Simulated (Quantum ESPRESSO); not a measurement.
# SiMo3 (Pm-3n) in Quantum ESPRESSO: a series of runs

Runs on SiMo3. Level: LDA. Tasks: single point, equation of state.

All numbers are computed with Quantum ESPRESSO 7.5; they aren't measurements. Logs are shortened: lines on timing, memory, paths and dates and some standing lists are left out, and cuts for length are marked.

**1. The crystal as given**

The structure is cubic, space group Pm-3n (No. 223). Conventional cell: a = 4.889 Å, b = 4.889 Å, c = 4.889 Å, α = 90.00°, β = 90.00°, γ = 90.00°. Mo (site symmetry -4m2) has 2 Mo at 2.44 Å and 4 Si at 2.73 Å as nearest neighbours. Around Si (site symmetry m-3) lie 12 Mo at 2.73 Å.

**2. Single point, LDA, 13.73 Å³/atom**

pw.in reads:

```
&CONTROL
  calculation = 'scf'
  prefix = 'pwscf'
  outdir = './tmp'
  pseudo_dir = './pseudo'
  tstress = .true.
  disk_io = 'nowf'
/
&SYSTEM
  ibrav = 0
  nat = 8
  ntyp = 2
  ecutwfc = 45
  ecutrho = 360
  nbnd = 60
  occupations = 'smearing'
  smearing = 'fd'
  degauss = 0.00367493
/
&ELECTRONS
  conv_thr = 1.6d-09
  electron_maxstep = 120
  mixing_beta = 0.5
/
ATOMIC_SPECIES
Mo    95.9500 mo_lda_v1.uspp.F.UPF
Si    28.0850 si_lda_v1.uspp.F.UPF
CELL_PARAMETERS angstrom
   4.7891964855    0.0000000000    0.0000000000
   0.0000000000    4.7891964855    0.0000000000
   0.0000000000    0.0000000000    4.7891964855
ATOMIC_POSITIONS crystal
Mo     0.0000000000    0.5000000000    0.2500000000
Mo     0.0000000000    0.5000000000    0.7500000000
Mo     0.5000000000    0.2500000000    0.0000000000
Mo     0.7500000000    0.0000000000    0.5000000000
Mo     0.5000000000    0.7500000000    0.0000000000
Mo     0.2500000000    0.0000000000    0.5000000000
Si     0.5000000000    0.5000000000    0.5000000000
Si     0.0000000000    0.0000000000    0.0000000000
K_POINTS automatic
6 6 6 0 0 0
```

Potentials or basis: GBRV 1.5 LDA.

Run with:

```bash
$ OMP_NUM_THREADS=1 mpirun -n 2 pw.x -nk 2 -in pw.in > pw.out
```

pw.out:

```text
This program is part of the open-source Quantum ESPRESSO suite
     for quantum simulation of materials; please cite
[... 13 lines left out ...]
     --------------------
     sticks:   dense  smooth     PW     G-vecs:    dense   smooth      PW
     Sum        2361    1185    349                85471    30215    4945

     Using Slab Decomposition

     bravais-lattice index     =            0
     lattice parameter (alat)  =       9.0503  a.u.
     unit-cell volume          =     741.2839 (a.u.)^3
     number of atoms/cell      =            8
     number of atomic types    =            2
     number of electrons       =        92.00
     number of Kohn-Sham states=           60
     kinetic-energy cutoff     =      45.0000  Ry
     charge density cutoff     =     360.0000  Ry
     scf convergence threshold =      1.6E-09
     mixing beta               =       0.5000
     number of iterations used =            8  plain     mixing
     Exchange-correlation= SLA  PZ   NOGX NOGC
                           (   1   1   0   0   0   0   0)

     celldm(1)=   9.050270  celldm(2)=   0.000000  celldm(3)=   0.000000
     celldm(4)=   0.000000  celldm(5)=   0.000000  celldm(6)=   0.000000

     crystal axes: (cart. coord. in units of alat)
               a(1) = (   1.000000   0.000000   0.000000 )
               a(2) = (   0.000000   1.000000   0.000000 )
               a(3) = (   0.000000   0.000000   1.000000 )

     reciprocal axes: (cart. coord. in units 2 pi/alat)
               b(1) = (  1.000000  0.000000  0.000000 )
               b(2) = (  0.000000  1.000000  0.000000 )
               b(3) = (  0.000000  0.000000  1.000000 )

     PseudoPot. # 1 for Mo read from file:
     mo_lda_v1.uspp.F.UPF
     Pseudo is Ultrasoft + core correction, Zval = 14.0
     Generated by new atomic code, or converted to UPF format
     Using radial grid of  889 points,  6 beta functions with:
                l(1) =   0
                l(2) =   0
                l(3) =   1
                l(4) =   1
                l(5) =   2
                l(6) =   2
     Q(r) pseudized with  6 coefficients,  rinner =    1.000   1.000   1.000
                                                       1.000   1.000

     PseudoPot. # 2 for Si read from file:
     si_lda_v1.uspp.F.UPF
     Pseudo is Ultrasoft + core correction, Zval =  4.0
     Generated by new atomic code, or converted to UPF format
     Using radial grid of  899 points,  6 beta functions with:
                l(1) =   0
                l(2) =   0
                l(3) =   1
                l(4) =   1
                l(5) =   2
                l(6) =   2
     Q(r) pseudized with  8 coefficients,  rinner =    0.900   0.900   0.900
                                                       0.900   0.900

     atomic species   valence    mass     pseudopotential
     Mo               14.00    95.95000     Mo( 1.00)
     Si                4.00    28.08500     Si( 1.00)

     48 Sym. Ops., with inversion, found (24 have fractional translation)

   Cartesian axes

     site n.     atom                  positions (alat units)
         1        Mo     tau(   1) = (   0.0000000   0.5000000   0.2500000  )
         2        Mo     tau(   2) = (   0.0000000   0.5000000   0.7500000  )
         3        Mo     tau(   3) = (   0.5000000   0.2500000   0.0000000  )
         4        Mo     tau(   4) = (   0.7500000   0.0000000   0.5000000  )
         5        Mo     tau(   5) = (   0.5000000   0.7500000   0.0000000  )
         6        Mo     tau(   6) = (   0.2500000   0.0000000   0.5000000  )
         7        Si     tau(   7) = (   0.5000000   0.5000000   0.5000000  )
         8        Si     tau(   8) = (   0.0000000   0.0000000   0.0000000  )

     number of k points=    20  Fermi-Dirac smearing, width (Ry)=  0.0037
                       cart. coord. in units 2pi/alat
        k(    1) = (   0.0000000   0.0000000   0.0000000), wk =   0.0092593
        k(    2) = (   0.0000000   0.0000000   0.1666667), wk =   0.0555556
        k(    3) = (   0.0000000   0.0000000   0.3333333), wk =   0.0555556
        k(    4) = (   0.0000000   0.0000000  -0.5000000), wk =   0.0277778
        k(    5) = (   0.0000000   0.1666667   0.1666667), wk =   0.1111111
        k(    6) = (   0.0000000   0.1666667   0.3333333), wk =   0.2222222
[... 12 lines left out ...]
        k(   19) = (   0.3333333  -0.5000000  -0.5000000), wk =   0.0555556
        k(   20) = (  -0.5000000  -0.5000000  -0.5000000), wk =   0.0092593

     Dense  grid:    85471 G-vectors     FFT dimensions: (  60,  60,  60)

     Smooth grid:    30215 G-vectors     FFT dimensions: (  40,  40,  40)

     Initial potential from superposition of free atoms

     starting charge      91.9937, renormalised to      92.0000

     negative rho (up, down):  4.510E-05 0.000E+00
     Starting wfcs are   86 randomized atomic wfcs

     Self-consistent Calculation

     iteration #  1     ecut=    45.00 Ry     beta= 0.50
     Davidson diagonalization with overlap
     ethr =  1.00E-02,  avg # of iterations =  2.0

     Threshold (ethr) on eigenvalues was too large:
     Diagonalizing with lowered threshold

     Davidson diagonalization with overlap
     ethr =  1.87E-04,  avg # of iterations =  2.8

     negative rho (up, down):  9.919E-05 0.000E+00

     total energy              =    -856.44842320 Ry
     estimated scf accuracy    <       0.18288693 Ry

     iteration #  2     ecut=    45.00 Ry     beta= 0.50
     Davidson diagonalization with overlap
     ethr =  1.99E-04,  avg # of iterations =  2.0
[... 51 lines left out ...]
     iteration #  8     ecut=    45.00 Ry     beta= 0.50
     Davidson diagonalization with overlap
     ethr =  1.98E-11,  avg # of iterations =  4.2

     negative rho (up, down):  8.982E-05 0.000E+00

     End of self-consistent calculation

          k = 0.0000 0.0000 0.0000 (  3791 PWs)   bands (ev):

   -40.0462 -39.8944 -39.8944 -39.4857 -39.4857 -39.4857 -15.5528 -15.5528
   -15.3053 -14.3895 -14.3895 -14.3895 -13.7789 -13.7789 -13.7789 -13.7364
   -13.7364 -13.7364 -13.5829 -13.5829 -13.5829 -12.7113 -12.7113 -12.7113
    10.2850  11.9172  15.3568  15.3568  15.3568  15.8677  15.8677  15.8677
    16.2396  16.2396  16.6887  17.8542  18.0642  18.0642  18.0642  18.7804
    18.7804  18.7804  19.4385  19.4385  22.4742  22.4742  22.4742  23.4553
    23.7154  23.7154  23.9769  23.9769  23.9769  24.0577  24.0577  24.0577
    24.1227  24.1227  25.4773  26.3184
[... 80 lines left out ...]
   -39.9482 -39.8501 -39.7179 -39.7108 -39.5985 -39.4856 -15.5046 -14.8774
   -14.3445 -14.2659 -14.1660 -14.1519 -14.1037 -13.9916 -13.9793 -13.9188
   -13.7874 -13.7123 -13.6660 -13.5812 -13.5633 -13.5459 -13.4366 -12.7147
    11.7774  11.7881  14.6719  15.0514  15.9717  16.3926  16.4207  16.7039
    16.7875  17.2920  17.2997  17.3870  17.9816  18.3093  19.1901  19.2411
    19.3337  19.3686  19.4656  19.7330  20.6246  20.8281  21.0235  21.0819
    21.2494  21.7091  22.2619  22.7280  22.9462  23.5922  23.6611  24.0007
    24.2347  24.3316  25.0754  25.9993

          k = 0.0000-0.5000-0.5000 (  3724 PWs)   bands (ev):

   -39.9453 -39.7728 -39.7209 -39.7209 -39.6683 -39.4855 -15.5064 -14.3372
   -14.3372 -14.2613 -14.2019 -14.0801 -14.0712 -14.0712 -14.0019 -14.0019
   -13.9711 -13.7322 -13.7073 -13.7073 -13.5570 -13.5570 -13.5345 -12.7151
    11.9157  11.9157  14.4495  15.1691  16.5183  16.5183  16.5722  16.6747
    16.7574  17.0442  17.0442  17.1770  17.7533  18.8521  19.5414  19.5414
    19.7346  19.7346  19.8675  20.2507  20.2507  20.3500  20.3862  20.5237
    21.0689  21.4475  21.9760  22.2594  22.2594  23.1751  23.9360  24.0161
    24.0161  24.6250  25.0427  26.3464

          k = 0.1667 0.1667 0.1667 (  3761 PWs)   bands (ev):
[... 45 lines left out ...]
   -39.9189 -39.8465 -39.7179 -39.7130 -39.6001 -39.5175 -15.3398 -14.8792
   -14.3302 -14.2789 -14.1736 -14.1411 -14.1218 -14.0296 -13.9033 -13.9003
   -13.7643 -13.7301 -13.6607 -13.5906 -13.5903 -13.5720 -13.4321 -12.9164
    11.8781  11.8841  14.8593  15.2349  16.0447  16.2134  16.5059  16.7315
    16.9705  17.2572  17.4598  17.5963  17.8730  18.3614  18.9274  18.9923
    19.3064  19.3926  19.5709  19.6001  20.1130  20.3984  20.8481  21.2066
    21.8341  21.9382  22.3478  22.6300  23.0200  23.2293  23.6249  23.7817
    23.9407  24.3584  24.7397  25.1723

          k = 0.1667-0.5000-0.5000 (  3780 PWs)   bands (ev):

   -39.9158 -39.7659 -39.7209 -39.7209 -39.6755 -39.5178 -15.3417 -14.3277
   -14.3277 -14.2626 -14.2258 -14.1443 -14.1443 -14.0245 -13.9631 -13.9250
   -13.9250 -13.7439 -13.7006 -13.7006 -13.5785 -13.5785 -13.5665 -12.9165
    12.0110  12.0110  14.6675  15.4015  16.3829  16.5403  16.5403  16.6990
    17.0414  17.0414  17.0520  17.4910  17.7662  18.6995  19.0976  19.4039
    19.4039  19.6928  19.6928  19.9304  20.2263  20.2263  20.3437  20.9125
    21.4081  21.4573  22.2184  22.2184  22.3482  23.1967  23.6137  23.8000
    23.8000  24.4858  24.7856  25.5159

          k = 0.3333 0.3333 0.3333 (  3764 PWs)   bands (ev):
[... 12 lines left out ...]
   -39.8386 -39.8386 -39.7180 -39.7180 -39.6031 -39.6031 -14.8826 -14.8826
   -14.2963 -14.2963 -14.2076 -14.2076 -14.0280 -14.0280 -13.8608 -13.8608
   -13.7459 -13.7459 -13.6524 -13.6524 -13.6184 -13.6184 -13.4279 -13.4279
    12.0997  12.0997  15.3774  15.3774  16.1279  16.1279  16.6557  16.6557
    17.2833  17.2833  17.6003  17.6003  18.2867  18.2867  18.7365  18.7365
    19.3255  19.3255  19.4862  19.4862  19.8873  19.8873  20.7373  20.7373
    22.2739  22.2739  22.5443  22.5443  22.8184  22.8184  23.5286  23.5286
    23.7631  23.7631  24.2192  24.2192

          k = 0.3333-0.5000-0.5000 (  3776 PWs)   bands (ev):

   -39.8344 -39.7469 -39.7209 -39.7209 -39.6947 -39.6046 -14.8841 -14.3043
   -14.3043 -14.2646 -14.2519 -14.2211 -14.2211 -13.9606 -13.9105 -13.8331
   -13.8331 -13.7722 -13.6866 -13.6866 -13.6547 -13.6332 -13.6332 -13.4271
    12.2235  12.2235  15.2794  15.8321  16.2524  16.3065  16.3065  16.7003
    17.3789  17.3789  17.3958  17.5826  18.1515  18.2435  18.6746  19.2167
    19.2167  19.5045  19.5045  19.6893  20.0099  20.0099  20.3197  20.3393
    21.9772  22.3669  22.3669  22.4126  22.7878  23.0107  23.0332  23.4540
    23.4540  23.6181  24.1668  24.6400

          k =-0.5000-0.5000-0.5000 (  3840 PWs)   bands (ev):

   -39.7209 -39.7209 -39.7209 -39.7209 -39.7209 -39.7209 -14.2799 -14.2799
   -14.2633 -14.2633 -14.2633 -14.2633 -14.2633 -14.2633 -13.7783 -13.7783
   -13.7783 -13.7783 -13.7783 -13.7783 -13.6792 -13.6792 -13.6792 -13.6792
    12.3440  12.3440  16.1245  16.1245  16.1245  16.1245  16.1245  16.1245
    17.7124  17.7124  17.7124  17.7124  17.7124  17.7124  19.1784  19.1784
    19.1784  19.1784  19.9373  19.9373  19.9373  19.9373  19.9373  19.9373
    22.4957  22.4957  22.4957  22.4957  22.4957  22.4957  23.5408  23.5408
    23.5408  23.5408  23.5408  23.5409

     the Fermi energy is    21.1523 ev

!    total energy              =    -856.46430770 Ry
     estimated scf accuracy    <          4.1E-10 Ry
     smearing contrib. (-TS)   =      -0.00167666 Ry
     internal energy E=F+TS    =    -856.46263104 Ry

     The total energy is F=E-TS. E is the sum of the following terms:
     one-electron contribution =    -137.13968723 Ry
     hartree contribution      =     128.28750026 Ry
     xc contribution           =    -125.21621976 Ry
     ewald contribution        =    -722.39422430 Ry

     convergence has been achieved in   8 iterations

     Computing stress (Cartesian axis) and pressure

     negative rho (up, down):  8.982E-05 0.000E+00
          total   stress  (Ry/bohr**3)                   (kbar)     P=       77.16
   0.00052453   0.00000000   0.00000000           77.16        0.00        0.00
   0.00000000   0.00052453   0.00000000            0.00       77.16        0.00
   0.00000000   0.00000000   0.00052453            0.00        0.00       77.16

=------------------------------------------------------------------------------=
   JOB DONE.
=------------------------------------------------------------------------------=
```

It took 40 s on 2 MPI ranks of Intel Xeon Platinum 8488C (Sapphire Rapids), shared host; peak memory 0.5 GiB.

Results:

```
Free energy            : -11652.7905 eV
Pressure               : 7.7 GPa
Band gap on the k mesh : none (metal or under the smearing width)
```

**3. Single point, LDA, 14.02 Å³/atom**

pw.in, as its differences from that of step 2:

```diff
@@ -28,5 +28,5 @@
 CELL_PARAMETERS angstrom
-   4.7891964855    0.0000000000    0.0000000000
-   0.0000000000    4.7891964855    0.0000000000
-   0.0000000000    0.0000000000    4.7891964855
+   4.8229243326    0.0000000000    0.0000000000
+   0.0000000000    4.8229243326    0.0000000000
+   0.0000000000    0.0000000000    4.8229243326
 ATOMIC_POSITIONS crystal
```

Potentials or basis: GBRV 1.5 LDA.

Run with:

```bash
$ OMP_NUM_THREADS=1 mpirun -n 2 pw.x -nk 2 -in pw.in > pw.out
```

It took 39 s on 2 MPI ranks of Intel Xeon Platinum 8488C (Sapphire Rapids), shared host; peak memory 0.52 GiB.

The run converged. Its results:

| Property | Result |
| --- | --- |
| Free energy | -11652.8626 eV |
| Pressure | 1.4 GPa |
| Band gap on the k mesh | none (metal or under the smearing width) |

**4. Single point, LDA, 14.32 Å³/atom**

pw.in, as its differences from that of step 3:

```diff
@@ -28,5 +28,5 @@
 CELL_PARAMETERS angstrom
-   4.8229243326    0.0000000000    0.0000000000
-   0.0000000000    4.8229243326    0.0000000000
-   0.0000000000    0.0000000000    4.8229243326
+   4.8561869308    0.0000000000    0.0000000000
+   0.0000000000    4.8561869308    0.0000000000
+   0.0000000000    0.0000000000    4.8561869308
 ATOMIC_POSITIONS crystal
```

Run with:

```bash
$ OMP_NUM_THREADS=1 mpirun -n 2 pw.x -nk 2 -in pw.in > pw.out
```

Wall time 39 s (2 MPI ranks of Intel Xeon Platinum 8488C (Sapphire Rapids), shared host); peak memory 0.54 GiB.

The run converged. Its results:

* Free energy: -11652.8475 eV
* Pressure: -4.2 GPa
* Band gap on the k mesh: none (metal or under the smearing width)

**5. Single point, LDA, 14.61 Å³/atom**

pw.in, as its differences from that of step 4:

```diff
@@ -28,5 +28,5 @@
 CELL_PARAMETERS angstrom
-   4.8561869308    0.0000000000    0.0000000000
-   0.0000000000    4.8561869308    0.0000000000
-   0.0000000000    0.0000000000    4.8561869308
+   4.8890000000    0.0000000000    0.0000000000
+   0.0000000000    4.8890000000    0.0000000000
+   0.0000000000    0.0000000000    4.8890000000
 ATOMIC_POSITIONS crystal
```

Run with:

```bash
$ OMP_NUM_THREADS=1 mpirun -n 2 pw.x -nk 2 -in pw.in > pw.out
```

Run time: 40 s. Hardware: 2 MPI ranks of Intel Xeon Platinum 8488C (Sapphire Rapids), shared host; peak memory 0.54 GiB.

It converged, with:

```
Free energy            : -11652.7547 eV
Pressure               : -9.2 GPa
Band gap on the k mesh : none (metal or under the smearing width)
```

**6. Single point, LDA, 14.90 Å³/atom**

pw.in, as its differences from that of step 5:

```diff
@@ -28,5 +28,5 @@
 CELL_PARAMETERS angstrom
-   4.8890000000    0.0000000000    0.0000000000
-   0.0000000000    4.8890000000    0.0000000000
-   0.0000000000    0.0000000000    4.8890000000
+   4.9213784270    0.0000000000    0.0000000000
+   0.0000000000    4.9213784270    0.0000000000
+   0.0000000000    0.0000000000    4.9213784270
 ATOMIC_POSITIONS crystal
```

Potentials or basis: GBRV 1.5 LDA.

Run with:

```bash
$ OMP_NUM_THREADS=1 mpirun -n 2 pw.x -nk 2 -in pw.in > pw.out
```

Run time: 46 s. Hardware: 2 MPI ranks of Intel Xeon Platinum 8488C (Sapphire Rapids), shared host; peak memory 0.54 GiB.

Results (log left out):

```
Free energy            : -11652.5919 eV
Pressure               : -13.8 GPa
Band gap on the k mesh : none (metal or under the smearing width)
```

**7. Single point, LDA, 15.19 Å³/atom**

pw.in, as its differences from that of step 6:

```diff
@@ -28,5 +28,5 @@
 CELL_PARAMETERS angstrom
-   4.9213784270    0.0000000000    0.0000000000
-   0.0000000000    4.9213784270    0.0000000000
-   0.0000000000    0.0000000000    4.9213784270
+   4.9533363253    0.0000000000    0.0000000000
+   0.0000000000    4.9533363253    0.0000000000
+   0.0000000000    0.0000000000    4.9533363253
 ATOMIC_POSITIONS crystal
```

Run with:

```bash
$ OMP_NUM_THREADS=1 mpirun -n 2 pw.x -nk 2 -in pw.in > pw.out
```

Wall time 48 s (2 MPI ranks of Intel Xeon Platinum 8488C (Sapphire Rapids), shared host); peak memory 0.56 GiB.

It converged, with:

| Property | Result |
| --- | --- |
| Free energy | -11652.3667 eV |
| Pressure | -17.8 GPa |
| Band gap on the k mesh | none (metal or under the smearing width) |

**8. Single point, LDA, 15.48 Å³/atom**

pw.in, as its differences from that of step 7:

```diff
@@ -28,5 +28,5 @@
 CELL_PARAMETERS angstrom
-   4.9533363253    0.0000000000    0.0000000000
-   0.0000000000    4.9533363253    0.0000000000
-   0.0000000000    0.0000000000    4.9533363253
+   4.9848870888    0.0000000000    0.0000000000
+   0.0000000000    4.9848870888    0.0000000000
+   0.0000000000    0.0000000000    4.9848870888
 ATOMIC_POSITIONS crystal
```

Run with:

```bash
$ OMP_NUM_THREADS=1 mpirun -n 2 pw.x -nk 2 -in pw.in > pw.out
```

Run time: 55 s. Hardware: 2 MPI ranks of Intel Xeon Platinum 8488C (Sapphire Rapids), shared host; peak memory 0.56 GiB.

It converged, with:

* Free energy: -11652.0859 eV
* Pressure: -21.4 GPa
* Band gap on the k mesh: none (metal or under the smearing width)

**9. Equation of state, LDA**

Potentials or basis: GBRV 1.5 LDA.

No new run: the results of the series are fitted here.

Results:

```
Equilibrium volume                      : 14.11 Å³/atom
Bulk modulus                            : 278 GPa
Pressure derivative of the bulk modulus : 4.4
```

Energy against volume, from the lowest point:
```tsv
volume (Å³/atom)	energy (meV/atom)
13.731	9.01
14.023	0.00
14.315	1.90
14.607	13.49
14.899	33.84
15.192	61.99
15.484	97.09
```

LDA usually gives volumes a few per cent too small. Zero-point motion and thermal expansion aren't in these numbers.
